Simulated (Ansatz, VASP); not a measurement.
**Rb in VASP and in Ansatz**

```xyz
1
Lattice="-2.6368 3.0338 2.8353 2.6368 -3.0338 2.8353 2.6368 3.0338 -2.8353" Properties=species:S:1:pos:R:3 pbc="T T T"
Rb    0.0000    0.0000    0.0000
```

Change from the starting cell: engineering shear strain xy +0.0000, strain +e along x and -e along y -0.0700.

Alike in both runs: task single point; functional PBE; k mesh 12 × 12 × 12; occupations gaussian, width 0.15 eV; no spin polarisation.

|  | VASP | Ansatz |
| --- | --- | --- |
| version | VASP 6.6.1 | Ansatz 0.2.0 |
| potentials or method | VASP PAW PBE potentials, release 64 (Rb_sv) | scalar-relativistic, plane waves, PAW |
| plane-wave cutoff (eV) | 520 | 420 |
| valence electrons in the cell | 9 | 9 |

|  | VASP | Ansatz | Ansatz less VASP |
| --- | --- | --- | --- |
| gap on the k mesh at the Fermi level (eV) | none | none | - |
| pressure (GPa) | 0.0 | 0.0 | 0.00 |

A gap of «none» marks a metal or a gap that the smearing closes. With one functional, cell and mesh, what is left measures potentials, basis and numerics.
